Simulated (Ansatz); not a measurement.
**Equation of state of MnO**

```cif
data_structure
_symmetry_space_group_name_H-M 'Fm-3m'
_symmetry_Int_Tables_number 225
_cell_length_a 4.4394
_cell_length_b 4.4394
_cell_length_c 4.4394
_cell_angle_alpha 90.000
_cell_angle_beta 90.000
_cell_angle_gamma 90.000
_cell_volume 87.49
loop_
_atom_site_label
_atom_site_type_symbol
_atom_site_symmetry_multiplicity
_atom_site_Wyckoff_symbol
_atom_site_fract_x
_atom_site_fract_y
_atom_site_fract_z
_atom_site_occupancy
Mn1 Mn 4 a 0.00000 0.00000 0.00000 1
O1 O 4 b 0.50000 0.00000 0.00000 1
```

The runs use the primitive cell with vectors (0.000, 2.220, 2.220), (2.220, 0.000, 2.220), (2.220, 2.220, 0.000) Å, to which the k mesh refers.

The structure comes from a relaxation in the same program, started in the rocksalt type, and has space group Fm-3m. Whether it is a known phase or the ground state wasn't checked.

Semilocal functionals without U often leave such compounds metallic or with too small a gap, and the real magnetic order may differ.

Other magnetic orders may lie lower; this is the state that the run reached.

All numbers are computed: DFT, PBE, all-electron LAPW, scalar-relativistic (Ansatz 0.2.0); DFT, PBE, PAW with Ansatz's default frozen-core files, scalar-relativistic (Ansatz 0.2.0).

For LAPW: a Γ-centred 13×13×13 k mesh, Fermi–Dirac smearing of 0.05 eV, basis error target 1 meV/atom, spin-polarised from start moments Mn1 4 μB. PAW takes a cutoff of 420 eV at this cell. The Ansatz runs share mesh, smearing and spin set-up. Plane-wave (PAW) pressures include the program's estimate of the Pulay term.

The cell above is scaled evenly, with fractional coordinates and shape held.

| V/V(cell) | V (Å³/atom) | P, LAPW (GPa) | P, PAW (GPa) | moment, LAPW (μB) |
| --- | --- | --- | --- | --- |
| 0.9405 | 10.286 | 7.44 | 7.43 | 4.57 |
| 0.9700 | 10.609 | 3.65 | 3.64 | 4.67 |
| 1.0000 | 10.937 | 0.01 | 0.00 | 4.74 |
| 1.0300 | 11.265 | -2.68 | -2.71 | 4.83 |
| 1.0600 | 11.593 | -5.62 | -5.64 | 4.89 |

Q: What do Birch–Murnaghan fits to the pressures give?

A: LAPW: V0 = 10.95 Å³/atom, B0 = 107 GPa, B0′ = 3.2; PAW: V0 = 10.95 Å³/atom, B0 = 107 GPa, B0′ = 3.2.

PAW's V0 lies -0.02 % from the all-electron value and its B0 0.1 %. Symmetry fixes shape and coordinates here, so this is the relaxed modulus.
